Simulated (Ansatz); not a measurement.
# Ru: the cost of one run

Computed with Ansatz 0.2.0 (DFT PBEsol, scalar-relativistic, plane waves, PAW, unless a step's input says otherwise).

**1. The structure to begin with**

Symmetry: P6_3/mmc, No. 194, hexagonal system. Conventional cell: a = 2.706 Å, b = 2.706 Å, c = 4.282 Å, α = 90.00°, β = 90.00°, γ = 120.00°. Ru (site symmetry -6m2) is surrounded by 12 Ru at 2.65 to 2.71 Å.

Coordinates:

```cif
data_structure
_symmetry_space_group_name_H-M 'P 1'
_symmetry_Int_Tables_number 1
_cell_length_a 2.7058
_cell_length_b 2.7058
_cell_length_c 4.2819
_cell_angle_alpha 90.000
_cell_angle_beta 90.000
_cell_angle_gamma 120.000
_cell_volume 27.15
loop_
_atom_site_label
_atom_site_type_symbol
_atom_site_fract_x
_atom_site_fract_y
_atom_site_fract_z
_atom_site_occupancy
Ru1 Ru 0.33333 0.66667 0.25000 1
Ru2 Ru 0.66667 0.33333 0.75000 1
```

No relaxation comes first: the listed cell is the starting point.

**2. Zero of energy**

The reference gives a free energy of -11633.0065 eV, pressure -6.26 GPa, largest force 0.000 eV/Å and gap on the mesh none (metal). It was computed beforehand with the settings of the runs below.

**3. Setting up one atom moved over a plane**

Atom 1 (Ru) is moved by p along (1.000, 0.000, 0.000) and q along (0.000, 1.000, 0.000) (Å), all else fixed; its images in the other cells move with it. Points alike by symmetry are run once.

**4. p = -0.300, q = -0.300**

The input, input.yaml:

```yaml
crystal:
  lattice:
    - [2.7057993342, 0.0, 0.0]
    - [-1.3528996671, 2.343290961, 0.0]
    - [0.0, 0.0, 4.2819]
  atoms:
    - { symbol: Ru, position: [0.1584478292, 0.5386415921, 0.25] }
    - { symbol: Ru, position: [0.6666666667, 0.3333333333, 0.75] }
basis:
  ecutwfc: 420
kpoints:
  mp_grid: { grid: [24, 24, 12] }
hamiltonian:
  xc: pbesol
scf:
  occupations: { method: gaussian, width: 0.15 }
output:
  forces: true
  stress: true
  eigenvalues: true
```

Command:

```console
$ ansatz run input.yaml --threads 1 --pin off --max-ram 2560MiB --backend cpu --events-out ev --progress --plain --runs-dir out
```

What time and memory should one allow on 1 thread of Intel Xeon at 2.50GHz (Skylake/Cascade Lake), shared host?

About 84 s, with a peak of 1.1 GiB.
